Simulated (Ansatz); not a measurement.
## TiO2, one structure, two calculations

Cell: an entry of the Crystallography Open Database (COD) whose atoms were relaxed with PBE, the cell held.

```xyz
6
Lattice="4.5922 0.0000 0.0000 0.0000 4.5922 0.0000 0.0000 0.0000 2.9574" Properties=species:S:1:pos:R:3 pbc="T T T"
Ti    0.0000    0.0000    0.0000
Ti    2.2961    2.2961    1.4787
O     1.3970    1.3970    0.0000
O     0.8991    3.6931    1.4787
O     3.1952    3.1952    0.0000
O     3.6931    0.8991    1.4787
```

Atoms are numbered from 1 in the order listed; like atoms form one site, named after its first atom.

First run. Method: Kohn–Sham DFT in Ansatz, PBE, plane waves and PAW, scalar-relativistic, 420 eV cutoff, Γ-centred 7×7×10 k-points, Fermi–Dirac smearing 0.02 eV.

```csv
site,atom,V_zz (10²¹ V/m²),η
Ti,1,-1.99,0.09
O,3,2.39,1.00
```

Second run. The same atoms and settings, except that the functional is LDA.

(1) What does the second run give?

Answers

(1) 

| site | atom | V_zz | η | change of V_zz |
| --- | --- | --- | --- | --- |
| Ti | 1 | -1.81 | 0.15 | +0.18 |
| O | 3 | 2.14 | 0.92 | -0.25 |

The largest change of V_zz is on O, from 2.39 to 2.14. In per cent, |V_zz| changes by -9 on Ti, -11 on O (all sites that start above 0.5).

For the first run: At this cell the PBE pressure is 5 GPa, so with PBE the cell would grow if it were relaxed.
For the second run: At this cell the LDA pressure is -8 GPa, so with LDA the cell would shrink if it were relaxed.
